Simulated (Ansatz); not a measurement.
# Ga (I4/mmm) in Ansatz: further runs, part 2 of 2

Ansatz 0.2.0. Earlier steps stand in the parts before.

## 3. Phonons, PBEsol

input.yaml

```yaml
crystal:
  lattice:
    - [-1.3843987196, 1.3843987196, 2.3112238365]
    - [1.3843987196, -1.3843987196, 2.3112238365]
    - [1.3843987196, 1.3843987196, -2.3112238365]
  atoms:
    - { symbol: Ga, position: [0.0, 0.0, 0.0] }
hamiltonian:
  xc: pbesol
  pseudopotentials: { kind: paw }
kpoints:
  mp_grid: { grid: [10, 10, 10] }
scf:
  occupations: { method: fermi_dirac, width: 0.05 }
phonons:
  method: dfpt
```

Potentials or basis: Ansatz PAW.

Started as:

```
> ansatz run input.yaml --threads 2 --pin off --max-ram 5632MiB --backend cpu --events-out ev --progress --plain --runs-dir out
```

Standard output:

```text
Warning: RAYON_NUM_THREADS=2 ignored (pool sized by the plan → 2); use --threads N
zone centre: on kpoints.mp_grid the ground state, and the responses unless they are solved on pairs of k-points, stand on 171 of the mesh's 1000 k-points, reduced under 8 symmetry operations, with k and −k counted as one. Each operation leaves every solved displacement unchanged or reverses it
Engine: ansatz 0.2.0, aarch64-unknown-linux-gnu
Pseudopotentials: kind: paw
Pseudopotential: Ga, paw, valence charge 13, recommended cutoff 420 eV (normal), Ga.paw.azcp
Functional definition: PBEsol
  exchange = pbesol_x
  correlation = pbesol_c
Crystal: 1 atoms, lattice volume = 17.718 Å³
Basis set: ecut = 420 eV, 331 PW (Γ), exchange–correlation on 48×48×48 points (8 copies of the dense FFT grid, shifted against one another)
Bands: 11, of which v1, the nominal top of the filled ones, is band 7 counted from 1 (6 counted from 0)
Symmetry: 16 space group operations
k-points: 171 of 1000 (irreducible under 8 space group operations)
Non-local potential: Ga, projectors of the file, l = 0: 2, l = 1: 2, l = 2: 3, l = 3: 1
PAW form: soft (Blöchl's): semilocal exchange-correlation on the pseudo side does not see the compensation charge
PAW frozen core: Ga, regenerated for the run's functional, and the local potential with it (the file was generated under x = pbe(κ = 0.804, μ = 0.2195149727645171), c = pbe(β = 0.06672455060314922))
PAW one-centre angular grid: Ga, 590 points (default); XC on 64 Gauss nodes
Initial density: superposition of atomic densities (neutral atoms: chi_scale 0, normalization atom), corrected by the library's trained network
Initial wavefunctions: pseudopotential atomic-orbital guess
Functional: x = pbesol(κ = 0.804, μ = 0.12345679012345678), c = pbesol(β = 0.046)
SCF iter   1: F=—  HF=-3743.178423 eV  |F-HF|=—  |Δ(HF+E_count)|=         —  Δρ=1.92e-3  dr2=3.84e-4  ethr=1.77e-3  ⟨swp⟩=5.2  Hψ=11256  notcnv=0
preconditioner: auto → none  [metal: Δε(μ)=0.129 eV  Ē_g=21.927 eV  σ=0.050 eV  W_gap=0.45  n_scr=0 (ndim 8)  ℏωp=31.8 eV  f_vac=0.000  D(μ)=0.46/eV (n_scr^D=0)]
SCF iter   2: F=—  HF=-3743.177906 eV  |F-HF|=—  |Δ(HF+E_count)|=   5.17e-4  Δρ=5.28e-4  dr2=2.57e-5  ethr=2.95e-6  ⟨swp⟩=2.0  Hψ=4380  notcnv=0  defer=3
[... 14 lines left out ...]
Fermi energy:    10.381252 eV
--- Per-component energies (eV) ---
  E_band       = -26.620833
  E_kinetic    = 115.378787
  E_local      = -1740.309609  (includes V_loc(G=0)·N_el)
  E_nonlocal   = 423.423761
  E_hartree    = 819.654692
  E_xc         = -69.212360
  E_vxc        = -58.796612  (∫ρ·V_xc dr)
  E_paw        = -1946.187731  (= ΣΔE_a)
  E_vpaw       = -405.626425  (= ΣTr[D̂ρ^β])
  E_aug_tail   = -0.000084  (compensation charges beyond the density's cutoff)
  E_ewald      = -1346.784685
  E_core_change = 0.862978  (= ΣΔE_core)
  E_smearing   = -0.003671  (= −TS)
  E_closure    = 0.000000  (closes the sum)
  Σ components = -3743.177924   (vs F -3743.177924, Δ=0.00e0)
--- Band table (eV; the first three rows and the last of 171) ---
  k-point 0: bands = ["-4.6191", "-4.4598", "-4.4237", "-4.4237", "-4.2589", "-1.1085", "23.1019", "23.4119", "23.4119", "26.5809", "27.0116"]
  k-point 1: bands = ["-4.5753", "-4.4460", "-4.4426", "-4.4121", "-4.2814", "-0.7088", "21.0343", "21.5457", "22.1743", "24.0447", "27.4844"]
  k-point 2: bands = ["-4.5047", "-4.4561", "-4.4208", "-4.3793", "-4.3328", "0.5041", "18.2031", "19.1242", "20.0202", "21.5948", "25.1446"]
  k-point 170: bands = ["-4.7371", "-4.6410", "-4.2194", "-4.2194", "-4.2095", "5.9310", "6.4741", "17.5911", "17.5911", "20.6846", "21.7201"]
--- Phonons (Γ-DFPT): 2 representative perturbations + reference, on 171 of 1000 k-points (Σ response iterations 8) ---
  k mesh reduced under 8 symmetry operations, with k and −k counted as one. Each operation leaves every solved displacement unchanged or reverses it
  ASR residual: 1.114e-5 → 0.000e0 eV/Å²; symmetrization residual: 1.694e-21 eV/Å²
  ASR residual per site (eV/Å²): 1.11e-5
  Γ frequencies (cm⁻¹): 0.00 0.00 0.00
  non-analytic LO–TO correction: not included (Born effective charges unavailable; polar crystals: no LO–TO splitting at Γ)
```

second_order_force_constants.tsv:

```text
# format = ansatz-second-order-force-constants/2
# a1_ang = -1.3843987196e0 1.3843987196e0 2.3112238365e0
# a2_ang = 1.3843987196e0 -1.3843987196e0 2.3112238365e0
# a3_ang = 1.3843987196e0 1.3843987196e0 -2.3112238365e0
# n_basis = 1
# site_fields = element frac_a1 frac_a2 frac_a3 mass_amu
# site 0 = Ga 0e0 0e0 0e0 6.9723e1
# supercell = 1 1 1
# site_rule = site = cell*n_basis + kappa, cell = (t1*n2 + t2)*n3 + t3, with n1 n2 n3 from the supercell key
# method = dfpt
# k_mesh = 10 10 10
# k_mesh_shift = 0 0 0
# occupation_method = fermi_dirac
# smearing_width_ev = 5e-2
# n_rotations = 16
# rotation 0 = -1 0 0 -1 0 1 -1 1 0
# rotation 1 = -1 0 0 0 -1 0 0 0 -1
# rotation 2 = -1 0 1 -1 0 0 -1 1 0
# rotation 3 = -1 0 1 0 -1 1 0 0 1
# rotation 4 = 0 -1 0 -1 0 0 0 0 -1
# rotation 5 = 0 -1 0 0 -1 1 1 -1 0
[... 8 lines left out ...]
# rotation 14 = 1 0 0 0 1 0 0 0 1
# rotation 15 = 1 0 0 1 0 -1 1 -1 0
# asr_row_sum_pre_ev_ang2 0 = 6.9209819334020974e-6 1.763241526250537e-38 -1.1754943508222875e-37 1.763241526250537e-38 6.9209819334020974e-6 5.877471754282494e-39 -1.1754943508222875e-37 5.877471754282494e-39 1.1144069243470158e-5
# asr_residual_pre_ev_ang2 = 1.1144069243470158e-5
# asr_residual_post_ev_ang2 = 0e0
# symmetrization_residual_ev_ang2 = 1.6940658945086007e-21
# units = eV/Å^2
# kappa	j	t1	t2	t3	kappa_j	phi_xx	phi_xy	phi_xz	phi_yx	phi_yy	phi_yz	phi_zx	phi_zy	phi_zz
0	0	0	0	0	0	0e0	0e0	0e0	0e0	0e0	0e0	0e0	0e0	0e0
```

Run time: 4.7 s. Hardware: 2 threads of Arm Neoverse V2, shared host; peak memory 0.37 GiB.

What came out:

| Property | Result |
| --- | --- |
| Free energy | -3743.1779 eV |
| Band gap on the k mesh | none (metal or under the smearing width) |

Levels at points of the mesh, in eV from the Fermi level:
```
              k point  band 3  band 4  band 5  band 6  band 7  band 8  band 9  band 10
   (0.00, 0.00, 0.00)  -14.80  -14.80  -14.64  -11.49   12.72   13.03   13.03    16.20
  (0.00, 0.00, -0.50)  -14.66  -14.63  -14.49   -1.94   -0.90    3.80    5.12     7.97
  (0.00, -0.50, 0.00)  -14.79  -14.64  -14.58   -4.86   -4.18    7.95   11.86    12.57
 (0.00, -0.50, -0.50)  -14.79  -14.64  -14.58   -4.86   -4.18    7.95   11.86    12.57
(-0.50, -0.50, -0.50)  -14.60  -14.60  -14.59   -4.45   -3.91    7.21    7.21    10.30
```

Caveat: the PAW data sets come from PBE, with cores solved anew for the run's functional, which leaves a small shift of forces and pressure.

## 4. Elastic constants, PBEsol

input.yaml, as its differences from that of step 3:

```diff
@@ -14,3 +14,7 @@
   occupations: { method: fermi_dirac, width: 0.05 }
-phonons:
-  method: dfpt
+output:
+  forces: true
+  stress: true
+elastic:
+  mode: relaxed_ion
+  stencil: two_point
```

Started as:

```
> ansatz run input.yaml --threads 2 --pin off --max-ram 5632MiB --backend cpu --events-out ev --progress --plain --runs-dir out
```

It took 9.7 s on 2 threads of Arm Neoverse V2, shared host; peak memory 0.34 GiB.

It converged, with:

| Item | Value |
| --- | --- |
| Free energy | -3743.1779 eV |
| Pressure | 0.1 GPa |
| Band gap on the k mesh | none (metal or under the smearing width) |
| Voigt bulk modulus | 62 GPa |

Stress tensor (GPa, compression positive):
```
 1.32  0.00  0.00
 0.00  1.32  0.00
 0.00  0.00 -2.27
```

Levels at points of the mesh, in eV from the Fermi level:
| k point | band 2 | band 3 | band 4 | band 5 | band 6 | band 7 | band 8 | band 9 | band 10 | band 11 |
| --- | --- | --- | --- | --- | --- | --- | --- | --- | --- | --- |
| (0.00, 0.00, 0.00) | -14.84 | -14.80 | -14.80 | -14.64 | -11.49 | 12.72 | 13.03 | 13.03 | 16.20 | 16.63 |
| (0.00, 0.00, -0.50) | -15.02 | -14.66 | -14.63 | -14.49 | -1.94 | -0.90 | 3.80 | 5.12 | 7.97 | 8.15 |
| (0.00, -0.50, 0.00) | -14.95 | -14.79 | -14.64 | -14.58 | -4.86 | -4.18 | 7.95 | 11.86 | 12.57 | 16.16 |
| (-0.50, -0.50, -0.50) | -15.02 | -14.60 | -14.60 | -14.59 | -4.45 | -3.91 | 7.21 | 7.21 | 10.30 | 11.34 |

Elastic tensor in Voigt notation (GPa, in the Cartesian axes of the cell as first typed):
```
 79  93  32   0   0   0
 93  79  32   0   0   0
 28  28  98   0   0   0
  0   0   0 -44   0   0
  0   0   0   0 -44   0
  0   0   0   0   0 -13
```

Caveat: the elastic tensor has a negative eigenvalue, so either the cell is unstable as it stands or the mesh is too thin; the PAW data sets come from PBE, with cores solved anew for the run's functional, which leaves a small shift of forces and pressure.

## 5. The runs side by side

| task | level | atoms under strain | gap on the mesh (eV) | pressure (GPa) |
| --- | --- | --- | --- | --- |
| elastic constants | PBE | relaxed | none | 3.9 |
| phonons | PBEsol | - | none | - |
| elastic constants | PBEsol | relaxed | none | 0.1 |

Alike in all rows: potentials or basis Ansatz PAW; no spin polarisation; cell as given; k mesh 10 × 10 × 10; cutoff (eV) 420; smearing fermi-dirac 0.05 eV.

Every run on the cell as given and a fine mesh finds a metal.

Caveats: the elastic tensor has a negative eigenvalue, so either the cell is unstable as it stands or the mesh is too thin (some runs); the PAW data sets come from PBE, with cores solved anew for the run's functional, which leaves a small shift of forces and pressure (some runs); the cell is more than 3 GPa from zero pressure, which shifts response properties (some runs).

Absolute energies hang on the potentials; compare differences alone.
